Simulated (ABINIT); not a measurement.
Sb in ABINIT: the effect of functional

The system is Sb.

```
Sb
1.0
     0.00000    2.37124    2.37124
     2.37124    0.00000    2.37124
     2.37124    2.37124    0.00000
Sb
1
Direct
  0.00000 0.00000 0.00000
```

This isn't the form of Sb at room conditions, which is rhombohedral.

Alike in all runs:

```yaml
Program: ABINIT 10.8.3 (patched build)
Task: equation of state
k_mesh: 10 × 10 × 10
Occupations: fermi-dirac, width 0.05 eV
Spin: no spin polarisation
```

| functional | potentials or basis | cutoff | V0 of scaled cells (Å³/atom) | B0 (GPa) |
| --- | --- | --- | --- | --- |
| LDA | JTH PAW LDA v2.0 | 435 eV | 25.69 | 66 |
| PBEsol | JTH PAW PBE v2.0 | 435 eV | ? | ? |
| r2SCAN | JTH PAW PBE v2.0 | 517 eV | 27.24 | 57 |

**Question.** What does the run with functional PBEsol give?

**Answer.** V0 of scaled cells 26.16 Å³/atom; B0 64 GPa.

Caveats: pressures at fixed basis lie under the slope of the energies; the PAW data sets were made with another functional, which shifts forces and pressure a little (some runs).

Runs at the PBE level aren't shown here.
